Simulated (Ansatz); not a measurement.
# Squeezing Ca (sc type)

```
CELL_PARAMETERS angstrom
3.52216 0.00000 0.00000
0.00000 3.52216 0.00000
0.00000 0.00000 3.52216
ATOMIC_POSITIONS crystal
Ca 0.00000 0.00000 0.00000
```

The cell comes from a relaxation on PAW files under the same functional, begun from a prototype that needn't be the stable phase.

Its volume is scaled at fixed shape and fractional positions.

Computed with Ansatz 0.2.0; functional PBE, scalar-relativistic. Settings: a Γ-centred 12×12×12 k mesh, Fermi–Dirac smearing of 0.1 eV, no spin polarisation. Methods: LAPW: all electrons, basis error target 1 meV/atom; PAW: frozen-core files, cutoff 420 eV; crystal datasets: all electrons, by PAW datasets that the program makes for each cell; norm-conserving: pseudopotentials, cutoff 925 eV; PAW (cutoff 250 eV): frozen-core files, cutoff 250 eV.

Energies are extrapolated to zero smearing and count from the unscaled cell; pressure is positive in compression; gaps take the mesh and a band path. No temperature or zero-point motion is included.

| V/V0 | V (Å³/atom) | P LAPW (GPa) | ΔE LAPW (eV/atom) | P PAW − LAPW (GPa) | ΔE PAW − LAPW (meV/atom) |
| --- | --- | --- | --- | --- | --- |
| 1.00 | 43.69 | 0.02 | 0.000 | 0.00 | 0.0 |
| 0.90 | 39.33 | 1.35 | 0.014 | 0.00 | 0.0 |
| 0.80 | 34.96 | ? | ? | ? | ? |
| 0.70 | 30.59 | 6.85 | 0.206 | 0.00 | 0.1 |
| 0.60 | 26.22 | 12.61 | 0.463 | 0.00 | 0.1 |
| 0.50 | 21.85 | 23.3 | 0.935 | 0.01 | 0.3 |
| 0.40 | 17.48 | 45.6 | 1.837 | 0.01 | 0.6 |

**Question.** Fit the Vinet equation to the LAPW pressures shown (residuals weighted by 1/(|P| + 0.03·Pmax)), and predict the pressure of the withheld row.

**Answer.** The fit gives V0 = 43.82 Å³/atom, B0 = 9.73 GPa and B0′ = 3.90. At 34.96 Å³/atom, x = (V/V0)^(1/3) = 0.9274, and P = 3·B0·(1 − x)/x²·exp[1.5·(B0′ − 1)·(1 − x)] = 3.38 GPa. The run itself gave 3.42 GPa (-1.3 % off) and ΔE = 0.074 eV/atom.

**Question.** At the smallest volume, how far do crystal datasets and norm-conserving and PAW (cutoff 250 eV) lie from LAPW in pressure?

**Answer.** crystal datasets: 0.00 GPa; norm-conserving: -0.17 GPa; PAW (cutoff 250 eV): +0.59 GPa, on a LAPW pressure of 45.6 GPa.
